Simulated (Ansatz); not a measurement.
Runs of Ansatz 0.2.0 on MoP. Symmetry: P-6m2, No. 187, hexagonal system. The conventional cell has a = 3.223 Å, b = 3.223 Å, c = 3.191 Å, α = 90.00°, β = 90.00°, γ = 120.00°. Around Mo (site symmetry -6m2) lie 6 P at 2.45 Å. Around P (site symmetry -6m2) lie 6 Mo at 2.45 Å. 

| task | level | points for each segment of the path | gap on the mesh (eV) | pressure (GPa) | V0 of scaled cells (Å³/atom) | B0 (GPa) |
| --- | --- | --- | --- | --- | --- | --- |
| equation of state | PBE0 | - | - | - | (a) | 255 |
| band structure | HSE06 | 4 | none | -4.4 | - | - |
| single point | PBE0 | - | none | -4.7 | - | - |
| equation of state | HSE06 | - | - | - | (b) | 253 |

Alike in all rows: potentials or basis Ansatz PAW; no spin polarisation; cell as given; k mesh 6 × 6 × 6; cutoff (eV) 420; smearing fermi-dirac 0.05 eV; the mesh is coarse, so values aren't converged.

Q: Fill in the values left out.

A: (a) 14.08; (b) 14.10.

Caveats: all runs use coarse meshes; the cell was scaled at fixed shape and fractional positions, which overstates the stiffness of a crystal with free parameters, most of all of layers and chains (some runs); the PAW data sets were made with another functional, which shifts forces and pressure a little (some runs); the PAW data sets come from PBE, with cores solved anew for the run's functional, which leaves a small shift of forces and pressure (some runs); the thresholds are loose for stress (some runs).

A k mesh can miss the band edges, and the runs leave out spin-orbit coupling on Mo.

A gap of «none» marks a metal or a gap under the smearing width.
